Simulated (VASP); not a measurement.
## MgS in VASP 6.6.1, relaxation

INCAR

```
LREAL = .FALSE.
ENCUT = 600
ISMEAR = -1
LCHARG = .FALSE.
SIGMA = 0.02
LASPH = .TRUE.
EDIFFG = -0.05
GGA = PS
POTIM = 0.1
NSW = 40
ISIF = 3
LWAVE = .FALSE.
NBANDS = 11
NELM = 76
PREC = Accurate
EDIFF = 1E-7
IBRION = 2
```

KPOINTS

```
KPOINTS created by Atomic Simulation Environment
0
Gamma
8 8 8
0 0 0
```

POSCAR

```
Mg S
 1.0000000000000000
    -0.0000000000000000    2.6148134565394967    2.6148134565394967
     2.6148134565394967   -0.0000000000000000    2.6148134565394967
     2.6148134565394967    2.6148134565394967   -0.0000000000000000
 Mg  S
   1   1
Cartesian
  0.0000000000000000  0.0000000000000000  0.0000000000000000
  2.6148134565394967  2.6148134565394967  2.6148134565394967
```

The recommended PBE PAW datasets give the neutral cell 8 valence electrons.

Command

```
mpirun -np 1 vasp_std
```

Q: How does this run end, and what does it give?

A: It converged. Results: relaxed cell vector lengths 3.666, 3.666, 3.666 Å; relaxed cell volume 34.85 Å³.

OSZICAR

```
N       E                     dE             d eps       ncg     rms          rms(c)
DAV:   1     0.233845543590E+02    0.23385E+02   -0.39176E+03   654   0.667E+02
DAV:   2    -0.778927176080E+01   -0.31174E+02   -0.29172E+02   765   0.102E+02
DAV:   3    -0.943385936597E+01   -0.16446E+01   -0.16419E+01   790   0.253E+01
DAV:   4    -0.944422895980E+01   -0.10370E-01   -0.10369E-01   747   0.243E+00
DAV:   5    -0.944431707522E+01   -0.88115E-04   -0.88114E-04   820   0.231E-01    0.404E+00
DAV:   6    -0.911241207656E+01    0.33190E+00   -0.71316E-01   718   0.325E+00    0.304E+00
DAV:   7    -0.907131870136E+01    0.41093E-01   -0.18309E-01   771   0.180E+00    0.189E+00
DAV:   8    -0.906846239138E+01    0.28563E-02   -0.10564E-02   698   0.597E-01    0.728E-01
DAV:   9    -0.906824676451E+01    0.21563E-03   -0.50605E-04   734   0.125E-01    0.317E-01
DAV:  10    -0.906823858630E+01    0.81782E-05   -0.16462E-04   722   0.565E-02    0.188E-02
...
       N       E                     dE             d eps       ncg     rms          rms(c)
DAV:   1    -0.908537939105E+01   -0.14050E-01   -0.18606E-01   683   0.217E+00    0.773E-01
DAV:   2    -0.907643455343E+01    0.89448E-02   -0.21987E-02   674   0.640E-01    0.254E-01
DAV:   3    -0.907549976969E+01    0.93478E-03   -0.54388E-03   731   0.335E-01    0.189E-01
DAV:   4    -0.907548929375E+01    0.10476E-04   -0.42155E-05   689   0.441E-02    0.164E-01
DAV:   5    -0.907547216779E+01    0.17126E-04   -0.22212E-05   668   0.275E-02    0.232E-02
DAV:   6    -0.907547099753E+01    0.11703E-05   -0.69065E-07   722   0.507E-03    0.123E-02
DAV:   7    -0.907547070741E+01    0.29012E-06   -0.38850E-08   360   0.119E-03    0.444E-03
DAV:   8    -0.907547069696E+01    0.10452E-07   -0.37225E-08   331   0.911E-04
   3 F= -.90754707E+01 E0= -.90754707E+01  d E =-.723277E-02
```

Standard output (part)

```
POSCAR found type information on POSCAR MgS
 POSCAR found :  2 types and       2 ions
 LDA part: xc-table for (Slater+PW92), standard interpolation
 POSCAR, INCAR and KPOINTS ok, starting setup
 WAVECAR not read
 entering main loop
 curvature:   0.00 expect dE= 0.000E+00 dE for cont linesearch  0.000E+00
 search vector abs. value=  0.349E-02
 bond charge predicted
 trial-energy change:   -0.003091  1 .order   -0.003082   -0.003494   -0.002670
 bond charge predicted
 curvature:  -2.04 expect dE=-0.123E-03 dE for cont linesearch -0.123E-03
 trial: gam=-0.11424 g(F)=  0.652E-62 g(S)=  0.605E-04 ort = 0.460E-03 (trialstep = 0.152E+01)
 search vector abs. value=  0.105E-05
 reached required accuracy - stopping structural energy minimisation
```

```json
{"ionic step": "1", "ΔE (meV/atom)": "0.0", "volume (Å³)": "35.76", "largest force (eV/Å)": "0.000", "pressure (GPa)": "-2.20", "electronic steps": "13"}
{"ionic step": "2", "ΔE (meV/atom)": "-1.5", "volume (Å³)": "35.50", "largest force (eV/Å)": "0.000", "pressure (GPa)": "-1.69", "electronic steps": "7"}
{"ionic step": "3", "ΔE (meV/atom)": "-3.6", "volume (Å³)": "34.85", "largest force (eV/Å)": "0.000", "pressure (GPa)": "-0.30", "electronic steps": "8"}
```

For comparison, a separate PBEsol relaxation on usual settings, not on those above, ends at 34.71 Å³.
